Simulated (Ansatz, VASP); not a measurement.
**AlRu: VASP beside Ansatz**

INCAR

```
SYSTEM = AlRu
ALGO = Fast
EDIFF = 1E-6
ENCUT = 520
GGA = PE
ISIF = 2
ISMEAR = 0
ISPIN = 2
LASPH = .TRUE.
LCHARG = .FALSE.
LMAXMIX = 4
LORBIT = 11
LREAL = .FALSE.
LWAVE = .FALSE.
MAGMOM = 0 1
NBANDS = 20
NELM = 150
PREC = Accurate
SIGMA = 0.1
```

File KPOINTS:

```
k-points
0
G
  6 6 6
  0 0 0
```

The input POSCAR:

```
AlRu
1.0
    0.0000000000      2.4919831900      2.4919831900
    2.4919831900      0.0000000000      2.4919831900
    2.4919831900      2.4919831900      0.0000000000
Al Ru
1 1
Direct
    0.0000000000      0.0000000000      0.0000000000
    0.5000000000      0.5000000000      0.5000000000
```

Input for Ansatz:

```yaml
crystal:
  lattice:
    - [0.0, 2.49198319, 2.49198319]
    - [2.49198319, 0.0, 2.49198319]
    - [2.49198319, 2.49198319, 0.0]
  atoms:
    - { symbol: Al, position: [0.0, 0.0, 0.0] }
    - { symbol: Ru, position: [0.5, 0.5, 0.5], spin: 1.0 }
basis:
  ecutwfc: 420
kpoints:
  mp_grid: { grid: [6, 6, 6] }
hamiltonian:
  xc: pbe
scf:
  occupations: { method: gaussian, width: 0.1 }
  lower_state_search: "off"
output:
  forces: true
  stress: true
  eigenvalues: true
  populations: true
magnetization:
  spin_polarized: true
```

Change from the starting cell: species swapped into the TePb type (Fm-3m, No. 225).

Alike in both runs: task single point; functional PBE; k mesh 6 × 6 × 6; occupations gaussian, width 0.1 eV; collinear spin.

|  | VASP | Ansatz |
| --- | --- | --- |
| version | VASP 6.6.1 | Ansatz 0.2.0 |
| potentials or method | VASP PAW PBE potentials, release 64 (Al, Ru_pv) | scalar-relativistic, plane waves, PAW |
| plane-wave cutoff (eV) | 520 | 420 |
| valence electrons in the cell | 17 | 19 |

|  | VASP | Ansatz | Ansatz less VASP |
| --- | --- | --- | --- |
| gap on the k mesh at the Fermi level (eV) | none | none | - |
| pressure (GPa) | 0.6 | 0.6 | -0.03 |
| net moment per atom (μB) | 0.27 | 0.27 | 0.000 |
| size of the moment on the site where the two differ most (μB) | 0.54 | 0.49 | -0.050 |

Site moments also hang on the region over which each program counts them. A gap of «none» marks a metal or a gap that the smearing closes. The two sets of potentials don't hold the same shells in valence.

Caveats: the k mesh is coarse (spacing up to 0.36 Å⁻¹), so the values aren't converged.
